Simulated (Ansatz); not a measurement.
# Resistance of the bcc W(110) / bcc Ta(110) interface, part 2 of 2

How much resistance does one bcc W(110) / bcc Ta(110) interface add to a current across the layers?

Ansatz 0.2.0; Ansatz plane-wave DFT, PBE, PAW files; ballistic transport by layer matching (Landauer), zero bias; PAW set soft_1 (the session's first sound run).

So far, transmission per spin nearest the Fermi level: step 2 (transmission: PBE) 0.516; step 6 (LDA) 0.554; step 8 (r2SCAN, cutoff 500 eV) 0.485.

## Step 10: Transmission: PBE on the lower metal's lattice, in plane spacing 3.1648 Å, lattice of W

The common lattice is now the lower metal's own, which puts all the misfit on the upper one. To save time only the energies from -0.06 to 0.06 eV are solved. The mesh is 48×48 and the cutoff, the files' own for this level, 420 eV.

This step: Ansatz plane-wave DFT, PBE, PAW files; ballistic transport by layer matching (Landauer), zero bias; PAW set soft_1 (Ansatz 0.2.0).

The cell differs from the one that the last finished run ended in (a 2.800 → 2.741 Å, b 2.800 → 2.741 Å, c 45.793 → 47.808 Å).

The input, input.yaml:

```yaml
crystal:
  lattice:
    - [1.5824, -2.2378515411, 0.0]
    - [1.5824, 2.2378515411, 0.0]
    - [0.0, 0.0, 47.8084130376]
  atoms:
    - { symbol: W, position: [0.0, 0.0, 0.0209168206] }
    - { symbol: W, position: [0.5, 0.5, 0.0677255599] }
    - { symbol: W, position: [0.0, 0.0, 0.1145342992] }
    - { symbol: W, position: [0.5, 0.5, 0.1613430385] }
    - { symbol: W, position: [0.0, 0.0, 0.2081517777] }
    - { symbol: W, position: [0.5, 0.5, 0.254960517] }
    - { symbol: W, position: [0.0, 0.0, 0.3017692563] }
    - { symbol: W, position: [0.5, 0.5, 0.3485779956] }
    - { symbol: W, position: [0.0, 0.0, 0.3953867348] }
    - { symbol: W, position: [0.5, 0.5, 0.4421954741] }
    - { symbol: Ta, position: [0.0, 0.0, 0.4921954741] }
    - { symbol: Ta, position: [0.5, 0.5, 0.5453867348] }
    - { symbol: Ta, position: [0.0, 0.0, 0.5985779956] }
    - { symbol: Ta, position: [0.5, 0.5, 0.6517692563] }
    - { symbol: Ta, position: [0.0, 0.0, 0.704960517] }
    - { symbol: Ta, position: [0.5, 0.5, 0.7581517777] }
    - { symbol: Ta, position: [0.0, 0.0, 0.8113430385] }
    - { symbol: Ta, position: [0.5, 0.5, 0.8645342992] }
    - { symbol: Ta, position: [0.0, 0.0, 0.9177255599] }
    - { symbol: Ta, position: [0.5, 0.5, 0.9709168206] }
kpoints:
  mp_grid: { grid: [14, 14, 1] }
hamiltonian:
  xc: pbe
  pseudopotentials: { kind: paw, azcp: { folder: soft_1 } }
scf:
  occupations: { method: fermi_dirac, width: 0.1 }
output:
  transmission:
    leads: [[4, 5], [14, 15]]
    kmesh: [48, 48]
    e_range: [-0.06, 0.06]
    de: 0.04
  write_potential: true
  write_density: true
  volumetric_format: npy
```

Started as:

```console
$ ansatz run input.yaml --threads 4 --pin off --max-ram 15360MiB --backend cpu --events-out ev --progress --plain --runs-dir out
```

Wall time 3 min (4 threads of Arm Neoverse V1, shared host); peak memory 2.7 GiB; 12 min of CPU time.

Numbers from this step:

| Item | Value |
| --- | --- |
| free energy | -203191.1376 eV |
| energy at zero smearing | -203190.8634 eV |
| Fermi energy | 20.33 eV |
| cell area | 7.082 Å² |
| step of the lead's potential | 1.9 meV |

Per spin. The transmission, zone mean by energy, zero at the Fermi level:

| energy (eV) | transmission, zone mean |
| --- | --- |
| -0.0600 | 0.367 |
| -0.0200 | 0.376 |
| 0.0200 | 0.391 |
| 0.0600 | 0.388 |

Over the solved energies the transmission per spin lies between 0.367 and 0.391, out of 0.804 channels of the lead on average (up to 0.840).

## Step 11: Resistance: PBE on the lower metal's lattice

This step: Ansatz plane-wave DFT, PBE, PAW files; ballistic transport by layer matching (Landauer), zero bias; specific resistance of one interface, 1/T less the mean of the leads' 1/N; PAW set soft_1 (Ansatz 0.2.0).

Numbers from this step:

```yaml
area_resistance: 1.488 fΩ m²
t_over_the_leads_mean_channel_count: 0.3581
twice_the_interface_resistance_2ar_or_2ar_star_for_magnets: 2.975 fΩ m²
```

Twice the interface resistance is 2.98 fΩ m² here, against 1.98 in the first run; 35.8 % of the two leads' mean channel count pass, 42.0 % before.

## Step 12: Transmission: PBE on the upper metal's lattice, in plane spacing 3.3026 Å, lattice of Ta

And the upper metal's lattice, which puts it on the lower one. To save time only the energies from -0.06 to 0.06 eV are solved. The mesh is 46×46 and the cutoff, the files' own for this level, 420 eV.

This step: Ansatz plane-wave DFT, PBE, PAW files; ballistic transport by layer matching (Landauer), zero bias; PAW set soft_1 (Ansatz 0.2.0).

The cell differs from the one that the last finished run ended in (a 2.741 → 2.860 Å, b 2.741 → 2.860 Å, c 47.808 → 43.903 Å).

The input, input.yaml:

```yaml
crystal:
  lattice:
    - [1.65128, -2.3352625713, 0.0]
    - [1.65128, 2.3352625713, 0.0]
    - [0.0, 0.0, 43.9031250531]
  atoms:
    - { symbol: W, position: [0.0, 0.0, 0.0227774219] }
    - { symbol: W, position: [0.5, 0.5, 0.0695861611] }
    - { symbol: W, position: [0.0, 0.0, 0.1163949004] }
    - { symbol: W, position: [0.5, 0.5, 0.1632036397] }
    - { symbol: W, position: [0.0, 0.0, 0.210012379] }
    - { symbol: W, position: [0.5, 0.5, 0.2568211182] }
    - { symbol: W, position: [0.0, 0.0, 0.3036298575] }
    - { symbol: W, position: [0.5, 0.5, 0.3504385968] }
    - { symbol: W, position: [0.0, 0.0, 0.3972473361] }
    - { symbol: W, position: [0.5, 0.5, 0.4440560753] }
    - { symbol: Ta, position: [0.0, 0.0, 0.4940560753] }
    - { symbol: Ta, position: [0.5, 0.5, 0.5472473361] }
    - { symbol: Ta, position: [0.0, 0.0, 0.6004385968] }
    - { symbol: Ta, position: [0.5, 0.5, 0.6536298575] }
    - { symbol: Ta, position: [0.0, 0.0, 0.7068211182] }
    - { symbol: Ta, position: [0.5, 0.5, 0.760012379] }
    - { symbol: Ta, position: [0.0, 0.0, 0.8132036397] }
    - { symbol: Ta, position: [0.5, 0.5, 0.8663949004] }
    - { symbol: Ta, position: [0.0, 0.0, 0.9195861611] }
    - { symbol: Ta, position: [0.5, 0.5, 0.9727774219] }
kpoints:
  mp_grid: { grid: [14, 14, 1] }
hamiltonian:
  xc: pbe
  pseudopotentials: { kind: paw, azcp: { folder: soft_1 } }
scf:
  occupations: { method: fermi_dirac, width: 0.1 }
output:
  transmission:
    leads: [[4, 5], [14, 15]]
    kmesh: [46, 46]
    e_range: [-0.06, 0.06]
    de: 0.04
  write_potential: true
  write_density: true
  volumetric_format: npy
```

Wall time 3.2 min (4 threads); peak memory 2.7 GiB.

This step gave:

```
free energy                        : -203190.6985 eV
energy at zero smearing            : -203190.4313 eV
Fermi energy                       : 20.32 eV
cell area                          : 7.712 Å²
step of the lead's potential       : 11.4 meV
step of the upper lead's potential : 2 meV
```

Per spin. Table of transmission, zone mean by energy, zero at the Fermi level:

| energy (eV) | transmission, zone mean |
| --- | --- |
| -0.0600 | 0.638 |
| -0.0200 | 0.646 |
| 0.0200 | 0.641 |
| 0.0600 | 0.645 |

Over the solved energies the transmission per spin lies between 0.638 and 0.646, out of 1.08 channels of the lead on average (up to 1.16).

## Step 13: Resistance: PBE on the upper metal's lattice

This step: Ansatz plane-wave DFT, PBE, PAW files; ballistic transport by layer matching (Landauer), zero bias; specific resistance of one interface, 1/T less the mean of the leads' 1/N; PAW set soft_1 (Ansatz 0.2.0).

This step gave:

```
area resistance                                           : 0.7985 fΩ m²
T over the leads' mean channel count                      : 0.4591
twice the interface resistance (2AR, or 2AR* for magnets) : 1.597 fΩ m²
```

Twice the interface resistance is 1.60 fΩ m² here, against 1.98 in the first run; 45.9 % of the two leads' mean channel count pass, 42.0 % before.

## Step 14: Outcome

```yaml
2ar_pbe: 1.98 fΩ m²
2ar_lda: 1.86 fΩ m²
2ar_r2scan: 2.15 fΩ m²
2ar_pbe_on_the_lower_metal_s_lattice: 2.98 fΩ m²
2ar_pbe_on_the_upper_metal_s_lattice: 1.60 fΩ m²
```

**Reading.** One interface gives 2AR = 1.98 fΩ m² (PBE). The functionals span 1.86 to 2.15 fΩ m². A mesh a third as fine gives 1.80 against 1.98 fΩ m². With a misfit of 4.3 %, the choice of the common lattice gives 2.98 on the lower metal's and 1.60 fΩ m² on the upper one's. The formula assumes diffuse scattering between interfaces; layers sit on ideal sites at each metal's own atomic volume. Spin-orbit coupling is left out, which matters for Ta and W.

[Logs are printed without paths, hosts, clocks, repeated set-up lines and the standing remarks that a program may print on its own settings, such as how far it seeks lower states.]

[Hosts, paths, dates, database ids (printed as entryN), source tags and the programs' standing remarks are cut or masked in the printed files.]
